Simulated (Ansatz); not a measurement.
# Converging the field response of a SrCl2 (111) film

Which settings does the induced dipole of a SrCl2 (111) film need, and which can be cut?

Program: Ansatz 0.2.0. Level of theory: plane-wave DFT, PBE, Ansatz PAW, in the first sound run; inputs show where later runs differ. Results are calculated unless marked as measured.

## Step 1: The structure

The cell holds 9 atoms: 6 Cl and 3 Sr. Its edges and angles: a = 4.936 Å, b = 4.936 Å, c = 28.075 Å, α = 90.0°, β = 90.0°, γ = 120.0°. It derives from SrCl2 (fluorite SrCl2). Vacuum lies along c.

## Step 2: Run, setting first choice

The first choice: the default cutoff of 420 eV, a 6×6×1 mesh, 18 Å of vacuum, 0.1 V/Å and a tight threshold. Each later run changes one input against this one; other functionals and files bring their own cutoffs.

input.yaml reads:

```yaml
crystal:
  lattice:
    - [4.93560533, 0.0, 0.0]
    - [-2.46780267, 4.2743596, 0.0]
    - [0.0, 0.0, 28.0747621974]
  atoms:
    - { symbol: Cl, position: [0.66666667, 0.33333333, 0.3205726174] }
    - { symbol: Sr, position: [0.33333333, 0.66666667, 0.3564580939] }
    - { symbol: Cl, position: [0.0, 0.0, 0.3923435704] }
    - { symbol: Cl, position: [0.33333333, 0.66666667, 0.4641145235] }
    - { symbol: Sr, position: [0.0, 0.0, 0.5] }
    - { symbol: Cl, position: [0.66666667, 0.33333333, 0.5358854765] }
    - { symbol: Cl, position: [0.0, 0.0, 0.6076564296] }
    - { symbol: Sr, position: [0.66666667, 0.33333333, 0.6435419061] }
    - { symbol: Cl, position: [0.33333333, 0.66666667, 0.6794273826] }
kpoints:
  mp_grid: { grid: [6, 6, 1] }
hamiltonian:
  xc: pbe
scf:
  occupations: { method: fixed }
  convergence: { dr2_threshold: 1.0e-10 }
efield:
  axis: 3
  dipole_correction: true
  ramp_position: 0.97
  ramp_width: 0.06
  amplitude: 0.1
output:
  write_potential: true
  write_density: true
  volumetric_format: npy
```

The run is started by

```bash
ansatz run input.yaml --threads 2 --pin off --max-ram 3072MiB --backend cpu --events-out ev --progress --plain --runs-dir out
```

Numbers of over 12 decimals in the logs are rounded to 6 here.

The log of the run:

```text
Engine: ansatz 0.2.0, aarch64-unknown-linux-gnu
Pseudopotentials: kind: paw
Pseudopotential: Cl, paw, valence charge 7, recommended cutoff 420 eV (normal), Cl.paw.azcp
Pseudopotential: Sr, paw, valence charge 10, recommended cutoff 420 eV (normal), Sr.paw.azcp
Functional definition: PBE
  parameter kappa = 0.804
  parameter beta = 0.066725
  exchange = pbe_x(kappa = kappa, mu = beta*pi^2/3)
  correlation = pbe_c(beta = beta)
Crystal: 9 atoms, lattice volume = 592.281 Å³
Basis set: ecut = 420 eV, 11595 PW (Γ)
Bands: 45, of which v1, the nominal top of the filled ones, is band 36 counted from 1 (35 counted from 0)
Symmetry: 6 space group operations
k-points: 7 of 36 (time reversal used)
Non-local potential: Cl, projectors of the file, l = 0: 2, l = 1: 2, l = 2: 2
Non-local potential: Sr, projectors of the file, l = 0: 3, l = 1: 2, l = 2: 2
PAW form: soft (Blöchl's): semilocal exchange-correlation on the pseudo side does not see the compensation charge
PAW one-centre angular grid: Cl, 110 points (default); XC on 64 Gauss nodes
PAW one-centre angular grid: Sr, 110 points (default); XC on 64 Gauss nodes
Initial density: superposition of atomic densities (neutral atoms: chi_scale 0, normalization atom, screened)
Initial wavefunctions: pseudopotential atomic-orbital guess
Functional: x = pbe(κ = 0.804, μ = 0.219515), c = pbe(β = 0.066725)
SCF iter   1: F=—  HF=-17132.912119 eV  |F-HF|=—  |Δ(HF+E_count)|=         —  Δρ=1.86e-2  dr2=4.49e0  ethr=3.10e-3  p=0.139 e·Å  D=4.24e-2 V/Å  ΔV_dip=-1.19 eV  dr2_dipole=2.29e-3  V_vac-E_F(+/−)=10.00/8.62 eV  ⟨swp⟩=7.6  Hψ=1446  notcnv=0  defer=48
efield: sawtooth ramp at fractional position 0.9700 (set: `efield.ramp_position`, or a place that a band, a saddle search or an elastic batch's reference lends), width 0.0600; the density the first Hamiltonian is built on has a dipole p = 0.139 e·Å; the dipole correction subtracts the counter field D = 4.24e-2 V/Å, which shifts the + side's vacuum level by -1.19 eV against the − side's; the planar-averaged density in the ramp window peaks in size at 1.6e-7 e/Å³
preconditioner: auto → Resta (q_TF=auto, 1.920 Å⁻¹)  ε∞=1.7  [insulator: Δε(μ)=5.929 eV  Ē_g=14.315 eV  n_scr=82 (ndim 8)  ℏωp=12.4 eV  f_vac=0.521  ε∞_Penn≈1.7  vacuum switching on, ρ_ref=1.5e-2 e/Å³]
SCF iter   2: F=—  HF=-17131.650144 eV  |F-HF|=—  |Δ(HF+E_count)|=    1.26e0  Δρ=7.20e-3  dr2=4.11e-1  ethr=3.10e-3  p=0.100 e·Å  D=3.05e-2 V/Å  ΔV_dip=-0.86 eV  dr2_dipole=5.25e-6  V_vac-E_F(+/−)=8.41/6.70 eV  ⟨swp⟩=3.7  Hψ=675  notcnv=0  defer=42  κ⁻¹=1.0e0(r=1)
SCF iter   3: F=—  HF=-17131.703834 eV  |F-HF|=—  |Δ(HF+E_count)|=   5.37e-2  Δρ=3.73e-3  dr2=8.40e-2  ethr=5.71e-4  p=0.097 e·Å  D=2.97e-2 V/Å  ΔV_dip=-0.83 eV  dr2_dipole=2.16e-6  V_vac-E_F(+/−)=7.96/6.23 eV  ⟨swp⟩=4.0  Hψ=546  notcnv=0  defer=46  κ⁻¹=2.2e-2(r=2)
SCF iter   4: F=—  HF=-17131.741930 eV  |F-HF|=—  |Δ(HF+E_count)|=   3.81e-2  Δρ=5.04e-4  dr2=1.58e-3  ethr=1.17e-4  p=0.095 e·Å  D=2.89e-2 V/Å  ΔV_dip=-0.81 eV  dr2_dipole=2.12e-7  V_vac-E_F(+/−)=7.73/5.98 eV  ⟨swp⟩=4.6  Hψ=525  notcnv=0  defer=49  κ⁻¹=7.4e-4(r=3)
SCF iter   5: F=—  HF=-17131.742897 eV  |F-HF|=—  |Δ(HF+E_count)|=   9.67e-4  Δρ=2.49e-4  dr2=2.61e-4  ethr=2.19e-6  p=0.095 e·Å  D=2.90e-2 V/Å  ΔV_dip=-0.81 eV  dr2_dipole=5.68e-8  V_vac-E_F(+/−)=7.72/5.97 eV  ⟨swp⟩=3.1  Hψ=567  notcnv=0  defer=49  κ⁻¹=1.2e-4(r=4)
SCF iter   6: F=—  HF=-17131.743119 eV  |F-HF|=—  |Δ(HF+E_count)|=   2.21e-4  Δρ=4.16e-5  dr2=1.18e-5  ethr=3.62e-7  p=0.095 e·Å  D=2.91e-2 V/Å  ΔV_dip=-0.82 eV  dr2_dipole=2.34e-9  V_vac-E_F(+/−)=7.73/5.98 eV  ⟨swp⟩=2.0  Hψ=455  notcnv=0  defer=48  κ⁻¹=1.0e-5(r=5)
SCF iter   7: F=—  HF=-17131.743101 eV  |F-HF|=—  |Δ(HF+E_count)|=   1.72e-5  Δρ=1.67e-5  dr2=1.10e-6  ethr=1.64e-8  p=0.095 e·Å  D=2.91e-2 V/Å  ΔV_dip=-0.82 eV  dr2_dipole=5.68e-10  V_vac-E_F(+/−)=7.73/5.99 eV  ⟨swp⟩=2.7  Hψ=581  notcnv=0  defer=46  κ⁻¹=5.2e-7(r=6)
SCF iter   8: F=—  HF=-17131.743169 eV  |F-HF|=—  |Δ(HF+E_count)|=   6.73e-5  Δρ=4.27e-6  dr2=6.57e-8  ethr=1.53e-9  p=0.095 e·Å  D=2.91e-2 V/Å  ΔV_dip=-0.82 eV  dr2_dipole=1.81e-11  V_vac-E_F(+/−)=7.73/5.98 eV  ⟨swp⟩=2.1  Hψ=465  notcnv=0  defer=44  κ⁻¹=5.8e-8(r=7)
SCF iter   9: F=—  HF=-17131.743169 eV  |F-HF|=—  |Δ(HF+E_count)|=   8.00e-8  Δρ=1.20e-6  dr2=4.29e-9  ethr=9.13e-11  p=0.095 e·Å  D=2.91e-2 V/Å  ΔV_dip=-0.82 eV  dr2_dipole=8.66e-12  V_vac-E_F(+/−)=7.73/5.98 eV  ⟨swp⟩=2.0  Hψ=495  notcnv=0  defer=44  κ⁻¹=2.3e-9(r=8)
SCF iter  10: F=—  HF=-17131.743169 eV  |F-HF|=—  |Δ(HF+E_count)|=   6.58e-9  Δρ=2.61e-7  dr2=2.51e-10  ethr=5.95e-12  p=0.095 e·Å  D=2.91e-2 V/Å  ΔV_dip=-0.82 eV  dr2_dipole=1.91e-14  V_vac-E_F(+/−)=7.73/5.98 eV  ⟨swp⟩=2.1  Hψ=542  notcnv=0  defer=44  κ⁻¹=3.7e-9(r=8)
SCF iter  11: F=-17131.743169 eV  HF=-17131.743169 eV  |F-HF|=4.00e-11  |Δ(HF+E_count)|=  2.29e-10  Δρ=7.28e-8  dr2=1.54e-11  ethr=1.00e-12  p=0.095 e·Å  D=2.91e-2 V/Å  ΔV_dip=-0.82 eV  dr2_dipole=2.50e-18  V_vac-E_F(+/−)=7.73/5.98 eV  ⟨swp⟩=23.7  Hψ=2262  notcnv=0
SCF 1 converged in 11 iterations: F = -17131.743169 eV  dr2 = 1.54e-11
  greatest PAW one-centre occupation: 0.986 electrons in one spin orbital (limit 2), on the Sr atom at site 4 (counted from 0), in its partial waves of l = 0
WARN: The output density's exchange-correlation potential varies sharply where the density is thin. Do not read a vacuum level from v_tot or v_xc, or from such a field of the output density. On a cell that repeats whose density bears no net charge and no dipole along the vacuum's axis use v_es (v_loc + v_h of the components); under efield.dipole_correction with no amplitude use v_es + v_field, which holds any externa [...]
SCF converged after 11 iterations
Stability not checked: this state was not tested for a lower state beside it, because the mixer in use, unlike msr1, does not test its closes by its own steps (another_mixer; see scf.mixing.algorithm and scf.lower_state_search)
Free energy (F): -17131.743169 eV
Harris-Foulkes:  -17131.743169 eV  (|F-HF|=4.00e-11)
Internal energy: -17131.743169 eV  (E = F + TS)
E sigma→0 (E₀):  -17131.743169 eV
Fermi energy:    -2.570236 eV
Dipole field:    D = 0.029099 V/Å  (p = 0.095246 e·Å, saw-weighted, corrected)
Work function:   not extracted (applied field tilts the vacuum); planar V_es + V_field profile in the machine report
Levels:          The Fermi level and band energies are counted from a zero that moves with the ramp; work functions are not
--- Per-component energies (eV) ---
  E_band       = -846.504382
  E_kinetic    = 1702.424170
  E_local      = -38449.945986  (includes V_loc(G=0)·N_el)
  E_nonlocal   = 776.119355
  E_hartree    = 18225.220722
  E_xc         = -1165.712771
  E_vxc        = -1221.973674  (∫ρ·V_xc dr)
  E_paw        = -12039.990847  (= ΣΔE_a)
  E_vpaw       = -103.563506  (= ΣTr[D̂ρ^β])
  E_aug_tail   = 0.000538  (compensation charges beyond the density's cutoff)
  E_efield     = -0.008139  (sawtooth field / dipole correction)
  E_vefield    = -0.006753  (∫n·V_field dr)
  E_ewald      = 13820.149790
  E_smearing   = -0.000000  (= −TS)
  E_closure    = 0.000000  (closes the sum)
  Σ components = -17131.743169   (vs F -17131.743169, Δ=0.00e0)
--- Band table (eV; the first three rows and the last of 7) ---
  k-point 0: bands = [... 32 lower, -3.1135, -2.8929, -2.8568, -2.8568, 2.4109, 2.8731, 3.5646, 3.5646, ... 5 higher]
  k-point 1: bands = [... 32 lower, -3.0692, -2.8764, -2.8640, -2.7964, 2.7436, 3.1730, 3.6150, 3.7305, ... 5 higher]
  k-point 2: bands = [... 32 lower, -2.9518, -2.9441, -2.8466, -2.6407, 3.2048, 3.4265, 3.5884, 3.8499, ... 5 higher]
  k-point 6: bands = [... 32 lower, -2.9442, -2.8025, -2.7894, -2.6483, 3.5548, 3.5832, 3.7503, 3.9182, ... 5 higher]
```

Wall time 23 s (2 threads of Arm Neoverse N1, shared host); peak memory 0.71 GiB.

Numbers from this step:

| Property | Result |
| --- | --- |
| gap on the k-mesh | 4.981 eV |
| dipole along the normal | 0.09525 e·Å |
| equivalent conductor thickness p/(ε₀AE) | 8.170 Å |

Running mean over 4.03 Å of the planar mean, with the applied field; the ramp of the sawtooth is left out. Table of electron's electrostatic potential energy less the highest filled level by z:

z (Å), electron's electrostatic potential energy less the highest filled level (eV) and a bar from the least value:
```
        4       6.29 ##########################
        5       6.38 ##########################
        6       6.40 ##########################
        7       5.34 ######################
        8       2.63 #############
        9      -0.06 ###
       10      -1.06 
       11      -1.03 
       12      -1.00 
       13      -0.99 
       14      -0.96 
       15      -0.92 
       16      -0.87 #
       17      -0.82 #
       18      -0.80 #
       19       0.14 ####
       20       2.84 ##############
       21       5.79 ########################
       22       7.16 #############################
       23       7.37 #############################
       24       7.47 ##############################
       25       7.57 ##############################
```

The dipole corresponds to a conductor 8.170 Å thick.

## Step 3: Single point, box 28.1 Å

input.yaml: that of step 2 with these lines changed.

```diff
@@ -28,2 +28,4 @@
   amplitude: 0.1
+basis:
+  ecutwfc: "250 eV"
 output:
```

The log of the run:

```text
Warning: basis.ecutwfc = 250 eV is below the records' recommended 420 eV, and the density's cutoff is lower with it unless basis.ecutrho_ratio is high enough to keep the records' density cutoff: compare with a run at a higher cutoff
[...]
Crystal: 9 atoms, lattice volume = 592.281 Å³
Basis set: ecut = 250 eV, 5353 PW (Γ)
[...]
k-point 0: bands = [... 32 lower, -3.1100, -2.8889, -2.8535, -2.8535, 2.4091, 2.8716, 3.5864, 3.5864, ... 5 higher]
  k-point 1: bands = [... 32 lower, -3.0653, -2.8723, -2.8599, -2.7923, 2.7430, 3.1737, 3.6296, 3.7507, ... 5 higher]
  k-point 2: bands = [... 32 lower, -2.9480, -2.9405, -2.8426, -2.6365, 3.2122, 3.4321, 3.6005, 3.8597, ... 5 higher]
  k-point 6: bands = [... 32 lower, -2.9393, -2.7984, -2.7852, -2.6436, 3.5692, 3.5971, 3.7650, 3.9312, ... 5 higher]
[key lines of the parts left out:]
SCF converged after 11 iterations
Free energy (F): -17131.227293 eV
Fermi energy:    -2.566226 eV
Dipole field:    D = 0.029095 V/Å  (p = 0.095234 e·Å, saw-weighted, corrected)
```

It took 10 s on 2 threads; peak memory 0.46 GiB.

The dipole corresponds to a conductor 8.168 Å thick, -0.01 % from the first choice, at 0.44 times its CPU time.

## Step 4: Run, box 28.1 Å

input.yaml: that of step 3 with these lines changed.

```diff
@@ -29,3 +29,3 @@
 basis:
-  ecutwfc: "250 eV"
+  ecutwfc: "330 eV"
 output:
```

The log of the run:

```text
[...]
Crystal: 9 atoms, lattice volume = 592.281 Å³
Basis set: ecut = 330 eV, 8105 PW (Γ)
Bands: 45, of which v1, the nominal top of the filled ones, is band 36 counted from 1 (35 counted from 0)
Symmetry: 6 space group operations
k-points: 7 of 36 (time reversal used)
[...]
k-point 0: bands = [... 32 lower, -3.1133, -2.8926, -2.8565, -2.8565, 2.4111, 2.8733, 3.5655, 3.5655, ... 5 higher]
  k-point 1: bands = [... 32 lower, -3.0690, -2.8761, -2.8638, -2.7961, 2.7438, 3.1733, 3.6156, 3.7313, ... 5 higher]
  k-point 2: bands = [... 32 lower, -2.9515, -2.9438, -2.8463, -2.6403, 3.2051, 3.4269, 3.5889, 3.8505, ... 5 higher]
  k-point 6: bands = [... 32 lower, -2.9439, -2.8023, -2.7891, -2.6480, 3.5551, 3.5837, 3.7508, 3.9189, ... 5 higher]
[key lines of the parts left out:]
SCF converged after 11 iterations
Free energy (F): -17131.726873 eV
Fermi energy:    -2.569891 eV
Dipole field:    D = 0.029097 V/Å  (p = 0.095239 e·Å, saw-weighted, corrected)
```

Wall time 17 s (2 threads); peak memory 0.55 GiB; 33 s of CPU time.

The dipole corresponds to a conductor 8.169 Å thick, -0.01 % from the first choice, at 0.74 times its CPU time.

## Step 5: Run, box 28.1 Å (run 2)

input.yaml: that of step 4 with these lines changed.

```diff
@@ -29,3 +29,3 @@
 basis:
-  ecutwfc: "330 eV"
+  ecutwfc: "600 eV"
 output:
```

The log of the run:

```text
[...]
Crystal: 9 atoms, lattice volume = 592.281 Å³
Basis set: ecut = 600 eV, 19661 PW (Γ)
Bands: 45, of which v1, the nominal top of the filled ones, is band 36 counted from 1 (35 counted from 0)
Symmetry: 6 space group operations
k-points: 7 of 36 (time reversal used)
[...]
k-point 0: bands = [... 32 lower, -3.1135, -2.8929, -2.8568, -2.8568, 2.4107, 2.8729, 3.5646, 3.5646, ... 5 higher]
  k-point 1: bands = [... 32 lower, -3.0693, -2.8764, -2.8640, -2.7965, 2.7433, 3.1729, 3.6150, 3.7305, ... 5 higher]
  k-point 2: bands = [... 32 lower, -2.9518, -2.9441, -2.8466, -2.6407, 3.2047, 3.4263, 3.5884, 3.8498, ... 5 higher]
  k-point 6: bands = [... 32 lower, -2.9442, -2.8026, -2.7894, -2.6483, 3.5547, 3.5831, 3.7502, 3.9182, ... 5 higher]
[key lines of the parts left out:]
SCF converged after 11 iterations
Free energy (F): -17131.743951 eV
Fermi energy:    -2.570261 eV
Dipole field:    D = 0.029099 V/Å  (p = 0.095246 e·Å, saw-weighted, corrected)
```

Elapsed: 39 s, on 2 threads; peak memory 1 GiB.

The dipole corresponds to a conductor 8.170 Å thick, +0.00 % from the first choice, at 1.7 times its CPU time.

## Step 6: Run, box 28.1 Å (run 3)

input.yaml: that of step 5 with these lines changed.

```diff
@@ -16,3 +16,3 @@
 kpoints:
-  mp_grid: { grid: [6, 6, 1] }
+  mp_grid: { grid: [1, 1, 1] }
 hamiltonian:
@@ -28,4 +28,2 @@
   amplitude: 0.1
-basis:
-  ecutwfc: "600 eV"
 output:
```

The log of the run:

```text
[...]
Crystal: 9 atoms, lattice volume = 592.281 Å³
Basis set: ecut = 420 eV, 11595 PW (Γ)
Bands: 45, of which v1, the nominal top of the filled ones, is band 36 counted from 1 (35 counted from 0)
Symmetry: 6 space group operations
k-points: 1
[...]
Internal energy: -17131.951010 eV  (E = F + TS)
E sigma→0 (E₀):  -17131.951010 eV
Fermi energy:    -2.760317 eV
Dipole field:    D = 0.030334 V/Å  (p = 0.099287 e·Å, saw-weighted, corrected)
Work function:   not extracted (applied field tilts the vacuum); planar V_es + V_field profile in the machine report
[...]
--- Band table (eV) ---
  k-point 0: bands = [... 32 lower, -3.0076, -2.8312, -2.7603, -2.7603, 2.4416, 2.8872, 3.6623, 3.6623, ... 5 higher]
[key lines of the parts left out:]
SCF converged after 11 iterations
Free energy (F): -17131.951010 eV
```

The job ended after 3.4 s (2 threads; peak memory 0.45 GiB).

The dipole corresponds to a conductor 8.516 Å thick, +4.24 % from the first choice, at 0.13 times its CPU time.

## Step 7: Single point, box 28.1 Å (run 2)

input.yaml: that of step 6 with these lines changed.

```diff
@@ -16,3 +16,3 @@
 kpoints:
-  mp_grid: { grid: [1, 1, 1] }
+  mp_grid: { grid: [2, 2, 1] }
 hamiltonian:
```

The log of the run:

```text
[...]
Crystal: 9 atoms, lattice volume = 592.281 Å³
Basis set: ecut = 420 eV, 11595 PW (Γ)
Bands: 45, of which v1, the nominal top of the filled ones, is band 36 counted from 1 (35 counted from 0)
Symmetry: 6 space group operations
k-points: 2 of 4
[...]
Fermi energy:    -2.564891 eV
Dipole field:    D = 0.029139 V/Å  (p = 0.095376 e·Å, saw-weighted, corrected)
Work function:   not extracted (applied field tilts the vacuum); planar V_es + V_field profile in the machine report
[...]
--- Band table (eV) ---
  k-point 0: bands = [... 32 lower, -3.1076, -2.8877, -2.8510, -2.8510, 2.4123, 2.8738, 3.5632, 3.5632, ... 5 higher]
  k-point 1: bands = [... 32 lower, -2.9980, -2.9384, -2.7830, -2.5649, 3.0752, 3.4953, 3.7452, 3.9215, ... 5 higher]
[key lines of the parts left out:]
SCF converged after 11 iterations
Free energy (F): -17131.696088 eV
```

It took 5.1 s on 2 threads; peak memory 0.6 GiB; 9.3 s of CPU time.

The dipole corresponds to a conductor 8.181 Å thick, +0.14 % from the first choice, at 0.21 times its CPU time.

## Step 8: Run, box 28.1 Å (run 4)

input.yaml: that of step 7 with these lines changed.

```diff
@@ -16,3 +16,3 @@
 kpoints:
-  mp_grid: { grid: [2, 2, 1] }
+  mp_grid: { grid: [3, 3, 1] }
 hamiltonian:
```

The log of the run:

```text
[...]
Crystal: 9 atoms, lattice volume = 592.281 Å³
Basis set: ecut = 420 eV, 11595 PW (Γ)
Bands: 45, of which v1, the nominal top of the filled ones, is band 36 counted from 1 (35 counted from 0)
Symmetry: 6 space group operations
k-points: 3 of 9 (time reversal used)
[...]
--- Band table (eV) ---
  k-point 0: bands = [... 32 lower, -3.1128, -2.8924, -2.8561, -2.8561, 2.4112, 2.8733, 3.5649, 3.5649, ... 5 higher]
  k-point 1: bands = [... 32 lower, -2.9512, -2.9434, -2.8460, -2.6401, 3.2052, 3.4267, 3.5888, 3.8502, ... 5 higher]
  k-point 2: bands = [... 32 lower, -2.9435, -2.8019, -2.7887, -2.6477, 3.5553, 3.5836, 3.7507, 3.9185, ... 5 higher]
[key lines of the parts left out:]
SCF converged after 11 iterations
Free energy (F): -17131.741705 eV
Fermi energy:    -2.640080 eV
Dipole field:    D = 0.029098 V/Å  (p = 0.095243 e·Å, saw-weighted, corrected)
```

Run time: 10 s. Hardware: 2 threads; peak memory 0.61 GiB.

The dipole corresponds to a conductor 8.169 Å thick, -0.00 % from the first choice, at 0.45 times its CPU time.

## Step 9: Run, box 28.1 Å (run 5)

input.yaml: that of step 8 with these lines changed.

```diff
@@ -16,3 +16,3 @@
 kpoints:
-  mp_grid: { grid: [3, 3, 1] }
+  mp_grid: { grid: [12, 12, 1] }
 hamiltonian:
```

The log of the run:

```text
[...]
Crystal: 9 atoms, lattice volume = 592.281 Å³
Basis set: ecut = 420 eV, 11595 PW (Γ)
Bands: 45, of which v1, the nominal top of the filled ones, is band 36 counted from 1 (35 counted from 0)
Symmetry: 6 space group operations
k-points: 19 of 144 (time reversal used)
[...]
k-point 0: bands = [... 32 lower, -3.1135, -2.8929, -2.8568, -2.8568, 2.4109, 2.8731, 3.5646, 3.5646, ... 5 higher]
  k-point 1: bands = [... 32 lower, -3.1047, -2.8813, -2.8613, -2.8466, 2.5062, 2.9539, 3.5921, 3.6084, ... 5 higher]
  k-point 2: bands = [... 32 lower, -3.0692, -2.8764, -2.8640, -2.7964, 2.7436, 3.1730, 3.6150, 3.7305, ... 5 higher]
  k-point 18: bands = [... 32 lower, -2.9442, -2.8025, -2.7894, -2.6483, 3.5548, 3.5832, 3.7503, 3.9182, ... 5 higher]
[key lines of the parts left out:]
SCF converged after 11 iterations
Free energy (F): -17131.743169 eV
Fermi energy:    -2.570237 eV
Dipole field:    D = 0.029099 V/Å  (p = 0.095246 e·Å, saw-weighted, corrected)
```

Run time: 65 s. Hardware: 2 threads; peak memory 0.94 GiB.

The dipole corresponds to a conductor 8.170 Å thick, -0.00 % from the first choice, at 2.9 times its CPU time.

(Part 1 of 3 ends here.)

[Logs are printed without paths, hosts, clocks, repeated set-up lines and the standing remarks that a program may print on its own settings, such as how far it seeks lower states.]

[Hosts, paths, dates, database ids (printed as entryN), source tags and the programs' standing remarks are cut or masked in the printed files.]

[Maps of the electrostatic potential energy from Ansatz leave out the sawtooth potential of an applied field or a dipole correction, so their vacuum need not be flat; planar profiles and work functions include it.]
